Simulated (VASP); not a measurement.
# Te$_{2}$Mo (rutile): a PBEsol single-point calculation in VASP

INCAR

```
ISMEAR = -1
LASPH = .TRUE.
ISIF = 2
LREAL = .FALSE.
SIGMA = 0.02
NELM = 120
NBANDS = 35
LWAVE = .FALSE.
PREC = Accurate
ENCUT = 520
LCHARG = .FALSE.
NSW = 0
GGA = PS
EDIFF = 1E-7
IBRION = -1
```

KPOINTS

```
KPOINTS created by Atomic Simulation Environment
0
Gamma
4 4 8
0 0 0
```

KPOINTS_OPT

```
special points
8
Reciprocal
0.0000000000 0.0000000000 0.0000000000 1
0.0000000000 0.5000000000 0.0000000000 1
0.5000000000 0.5000000000 0.0000000000 1
0.0000000000 0.0000000000 0.5000000000 1
0.0000000000 0.5000000000 0.5000000000 1
0.5000000000 0.5000000000 0.5000000000 1
0.0000000000 0.0000000000 0.1250000000 1
0.5000000000 0.5000000000 0.1500000000 1
```

POSCAR

```
Mo Te
 1.0000000000000000
     6.6419834248812828    0.0000000000000000    0.0000000000000000
     0.0000000000000000    6.6419834248812828    0.0000000000000000
     0.0000000000000000    0.0000000000000000    3.6274816013818518
 Mo  Te
   2   4
Cartesian
  0.0000000000000000  0.0000000000000000  0.0000000000000000
  3.3209917124406414  3.3209917124406414  1.8137408006909259
  1.9017074550599846  1.9017074550599846  0.0000000000000000
  1.4192842573806570  5.2226991675006254  1.8137408006909259
  5.2226991675006254  1.4192842573806570  1.8137408006909259
  4.7402759698212993  4.7402759698212993  0.0000000000000000
```

VASP ran with the recommended PBE PAW datasets (52 valence electrons in the cell).

Command

```
mpirun -np 1 vasp_std
```

OSZICAR

```
N       E                     dE             d eps       ncg     rms          rms(c)
DAV:   1     0.373487642825E+03    0.37349E+03   -0.25206E+04  2412   0.132E+03
DAV:   2    -0.153969750324E+02   -0.38888E+03   -0.37650E+03  2612   0.314E+02
DAV:   3    -0.378675100781E+02   -0.22471E+02   -0.21886E+02  2639   0.630E+01
DAV:   4    -0.384123510118E+02   -0.54484E+00   -0.54221E+00  2475   0.961E+00
DAV:   5    -0.384271526364E+02   -0.14802E-01   -0.14800E-01  2646   0.162E+00    0.194E+01
DAV:   6    -0.381237348321E+02    0.30342E+00   -0.98488E+00  2209   0.157E+01    0.866E+00
DAV:   7    -0.374199127175E+02    0.70382E+00   -0.71111E+00  2206   0.116E+01    0.701E+00
DAV:   8    -0.371192202712E+02    0.30069E+00   -0.70366E-01  2192   0.451E+00    0.187E+00
DAV:   9    -0.371070276653E+02    0.12193E-01   -0.11993E-01  2355   0.152E+00    0.798E-01
DAV:  10    -0.371066052654E+02    0.42240E-03   -0.16533E-02  2194   0.775E-01    0.402E-01
DAV:  11    -0.371057226460E+02    0.88262E-03   -0.41278E-03  2209   0.378E-01    0.732E-02
DAV:  12    -0.371056905746E+02    0.32071E-04   -0.17299E-04  2357   0.732E-02    0.244E-02
DAV:  13    -0.371056921571E+02   -0.15826E-05   -0.12699E-05  2489   0.197E-02    0.753E-03
DAV:  14    -0.371056922293E+02   -0.72172E-07   -0.17967E-06  2301   0.782E-03    0.531E-03
DAV:  15    -0.371056918079E+02    0.42137E-06   -0.28694E-07  1678   0.277E-03    0.241E-03
DAV:  16    -0.371056917833E+02    0.24607E-07   -0.96718E-08  1184   0.164E-03
   1 F= -.37105692E+02 E0= -.37101840E+02  d E =-.770425E-02
       N       E                     dE             ncg
DAV:   1     0.233882993299E+04   -0.80912E+04      656
DAV:   2    -0.767126634313E+03   -0.31060E+04      729
DAV:   3    -0.934105107018E+03   -0.16698E+03      690
DAV:   4    -0.938222374744E+03   -0.41173E+01      661
DAV:   5    -0.938348858798E+03   -0.12648E+00      700
DAV:   6    -0.938350668782E+03   -0.18100E-02      661
DAV:   7    -0.938350754093E+03   -0.85311E-04      713
DAV:   8    -0.938350758817E+03   -0.47245E-05      653
DAV:   9    -0.938350758932E+03   -0.11413E-06      471
DAV:  10    -0.938350758938E+03   -0.68403E-08      377
```

From OUTCAR

```
k-points           NKPTS =     30   k-points in BZ     NKDIM =     30   number of bands    NBANDS=     35

   NELECT =      52.0000    total number of electrons

   dimension x,y,z NGX =    50 NGY =   50 NGZ =   28
   dimension x,y,z NGXF=   100 NGYF=  100 NGZF=   56

  energy-cutoff  :      520.00
  volume of cell :      160.03
      direct lattice vectors                 reciprocal lattice vectors
     6.641983425  0.000000000  0.000000000     0.150557437  0.000000000  0.000000000
     0.000000000  6.641983425  0.000000000     0.000000000  0.150557437  0.000000000
     0.000000000  0.000000000  3.627481601     0.000000000  0.000000000  0.275673349

 k-points in reciprocal lattice and weights: KPOINTS created by Atomic Simulation Env
   0.00000000  0.00000000  0.00000000       0.008
   0.25000000  0.00000000  0.00000000       0.031
   0.50000000  0.00000000  0.00000000       0.016
   0.25000000  0.25000000  0.00000000       0.031
   0.50000000  0.25000000  0.00000000       0.031
   0.50000000  0.50000000  0.00000000       0.008
   0.00000000  0.00000000  0.12500000       0.016
   0.25000000  0.00000000  0.12500000       0.062
   ...

 E-fermi :   7.5429

 k-point     1 :       0.0000    0.0000    0.0000
  band No.  band energies     occupation
      1     -53.6372      2.00000
      2     -53.6371      2.00000
      3     -27.8371      2.00000
      4     -27.8371      2.00000
      5     -27.7695      2.00000
      6     -27.7695      2.00000
      7     -27.7477      2.00000
      8     -27.7448      2.00000
      9      -5.5178      2.00000
     10      -3.9311      2.00000
     11      -3.9311      2.00000
     12      -3.7127      2.00000
     13       1.0701      2.00000
     14       2.1500      2.00000
     15       2.9061      2.00000
     16       3.7107      2.00000
     17       3.7107      2.00000
     18       4.6633      2.00000
     19       4.6633      2.00000
     20       5.6726      2.00000
     21       5.7816      2.00000
     22       6.1807      2.00000
     23       6.5218      2.00000
     24       6.9705      2.00000
     25       6.9705      2.00000
     26       7.5314      1.28074
     27       7.5314      1.28074
     28       8.4180      0.00000
     29       8.4528      0.00000
     30       8.5280      0.00000
     31       8.5323      0.00000
     32      10.4618      0.00000
     33      11.2225      0.00000
     34      11.2225      0.00000
     35      12.7136      0.00000

 k-point     2 :       0.2500    0.0000    0.0000
  band No.  band energies     occupation
      1     -53.6372      2.00000
      2     -53.6371      2.00000
      3     -27.8370      2.00000
      4     -27.8370      2.00000
      5     -27.7695      2.00000
      6     -27.7695      2.00000
      7     -27.7473      2.00000
      8     -27.7452      2.00000
      9      -5.3526      2.00000
     10      -4.2967      2.00000
     11      -3.8894      2.00000
     12      -3.6954      2.00000
     13       1.4683      2.00000
     14       2.5224      2.00000
     15       2.7563      2.00000
     16       3.5750      2.00000
     17       3.7715      2.00000
     18       4.6880      2.00000
     19       4.7005      2.00000
     20       5.2957      2.00000
     21       5.7187      2.00000
     22       6.0267      2.00000
     23       6.2511      2.00000
     24       6.6605      2.00000
     25       7.1447      2.00000
     26       7.4575      1.97243
     27       7.5513      0.79197
     28       8.1095      0.00000
     29       8.3009      0.00000
     30       8.7104      0.00000
     31       9.2814      0.00000
     32      10.8128      0.00000
     33      10.8697      0.00000
     34      11.0510      0.00000
     35      12.3503      0.00000

 k-point     3 :       0.5000    0.0000    0.0000
  band No.  band energies     occupation
      1     -53.6371      2.00000
      2     -53.6371      2.00000
      3     -27.8370      2.00000
      4     -27.8370      2.00000
      5     -27.7696      2.00000
      6     -27.7696      2.00000
      7     -27.7463      2.00000
      8     -27.7463      2.00000
      9      -4.8954      2.00000
     10      -4.8954      2.00000
     11      -3.7861      2.00000
     12      -3.7861      2.00000
     13       2.1628      2.00000
     14       2.1628      2.00000
     15       3.6038      2.00000
     16       3.6038      2.00000
     17       3.8386      2.00000
     18       3.8386      2.00000
     19       4.7266      2.00000
     20       4.7266      2.00000
     21       5.9559      2.00000
     22       5.9559      2.00000
     23       6.2647      2.00000
     24       6.2647      2.00000
     25       7.1167      2.00000
     26       7.1167      2.00000
     27       8.0045      0.00000
     28       8.0045      0.00000
     29       8.3899      0.00000
     30       8.3899      0.00000
     31      10.6339      0.00000
     32      10.6339      0.00000
     33      10.6995      0.00000
     34      10.6995      0.00000
     35      12.3989      0.00000

 k-point     4 :       0.2500    0.2500    0.0000
  band No.  band energies     occupation
      1     -53.6372      2.00000
      2     -53.6371      2.00000
      3     -27.8371      2.00000
      4     -27.8370      2.00000
      5     -27.7696      2.00000
      6     -27.7695      2.00000
      7     -27.7470      2.00000
      8     -27.7455      2.00000
      9      -5.2047      2.00000
     10      -4.3792      2.00000
     11      -4.0124      2.00000
     12      -3.7542      2.00000
     13       1.7459      2.00000
     14       2.5869      2.00000
     15       2.7961      2.00000
     16       3.7544      2.00000
     17       3.8855      2.00000
     18       4.6468      2.00000
     19       4.7275      2.00000
     20       5.4254      2.00000
     21       5.4569      2.00000
     22       5.7341      2.00000
     23       6.2102      2.00000
     24       6.5520      2.00000
     25       6.9722      2.00000
     26       7.1544      2.00000
     27       7.3140      1.99998
     28       8.3403      0.00000
     29       8.6428      0.00000
     30       8.6727      0.00000
     31       9.2032      0.00000
     32      10.6439      0.00000
     33      11.0432      0.00000
     34      11.1699      0.00000
     35      11.4917      0.00000

 k-point     5 :       0.5000    0.2500    0.0000
  band No.  band energies     occupation
      1     -53.6371      2.00000
      2     -53.6371      2.00000
      3     -27.8370      2.00000
      4     -27.8370      2.00000
      5     -27.7695      2.00000
      6     -27.7695      2.00000
      7     -27.7463      2.00000
      8     -27.7463      2.00000
      9      -4.8085      2.00000
     10      -4.8085      2.00000
     11      -3.9213      2.00000
     12      -3.9213      2.00000
     13       2.1795      2.00000
     14       2.1795      2.00000
     15       3.6274      2.00000
     16       3.6274      2.00000
     17       4.3529      2.00000
     18       4.3529      2.00000
     19       4.6754      2.00000
     20       4.6754      2.00000
     21       5.6822      2.00000
     22       5.6822      2.00000
     23       6.4599      2.00000
     24       6.4599      2.00000
     25       6.5193      2.00000
     26       6.5193      2.00000
     27       7.9937      0.00000
     28       7.9937      0.00000
     29       8.5994      0.00000
     30       8.5994      0.00000
     31       9.9498      0.00000
     32       9.9498      0.00000
     33      10.9286      0.00000
     34      10.9286      0.00000
     35      12.5748      0.00000

 k-point     6 :       0.5000    0.5000    0.0000
  band No.  band energies     occupation
      1     -53.6371      2.00000
      2     -53.6371      2.00000
      3     -27.8371      2.00000
      4     -27.8371      2.00000
      5     -27.7695      2.00000
      6     -27.7695      2.00000
      7     -27.7463      2.00000
      8     -27.7463      2.00000
      9      -4.6879      2.00000
     10      -4.6879      2.00000
     11      -4.0885      2.00000
     12      -4.0885      2.00000
     13       2.1604      2.00000
     14       2.1604      2.00000
     15       4.2001      2.00000
     16       4.2001      2.00000
     17       4.3343      2.00000
     18       4.3343      2.00000
     19       4.6305      2.00000
     20       4.6305      2.00000
     21       5.7305      2.00000
     22       5.7305      2.00000
     23       5.7566      2.00000
     24       5.7566      2.00000
     25       6.9742      2.00000
     26       6.9742      2.00000
     27       7.4262      1.99416
     28       7.4262      1.99416
     29       8.9104      0.00000
     30       8.9104      0.00000
     31       9.4266      0.00000
     32       9.4266      0.00000
     33      11.1228      0.00000
     34      11.1228      0.00000
     35      12.6953      0.00000

 ...

  Total       -2.6514057     -2.6514057     -3.1244091     -0.0000000      0.0000000      0.0000000
  in kB      -26.5451986    -26.5451986    -31.2807880     -0.0000000      0.0000000      0.0000000
  external PRESSURE =     -28.1237284 kB  Pullay stress =       0.0000000 kB

 POSITION                                       TOTAL-FORCE (eV/Angst)
 -----------------------------------------------------------------------------------
      0.00000      0.00000      0.00000         0.000000      0.000000      0.000000
      3.32099      3.32099      1.81374         0.000000      0.000000      0.000000
      1.90171      1.90171      0.00000        -0.034572     -0.034572      0.000000
      1.41928      5.22270      1.81374         0.034572     -0.034572      0.000000
      5.22270      1.41928      1.81374        -0.034572      0.034572     -0.000000
      4.74028      4.74028      0.00000         0.034572      0.034572     -0.000000
 -----------------------------------------------------------------------------------
    total drift:                                0.000000      0.000000     -0.000000

  FREE ENERGIE OF THE ION-ELECTRON SYSTEM (eV)
  ---------------------------------------------------
  free  energy   TOTEN  =       -37.1056917833 eV

  energy  without entropy=      -37.0979875368  energy(sigma->0) =      -37.10183966
```

The gap between bands v and c is -0.82 eV (bands overlap: a metal). The least direct gap is 0.00 eV, the pressure is -2.8 GPa and the largest force is 0.05 eV/Å.

Band v is the last that the valence electrons fill when counted band by band, and c is the next.

The run took about 2.4 min on one core of a shared host (Intel Xeon Platinum 8488C) and held 0.38 GiB at most.
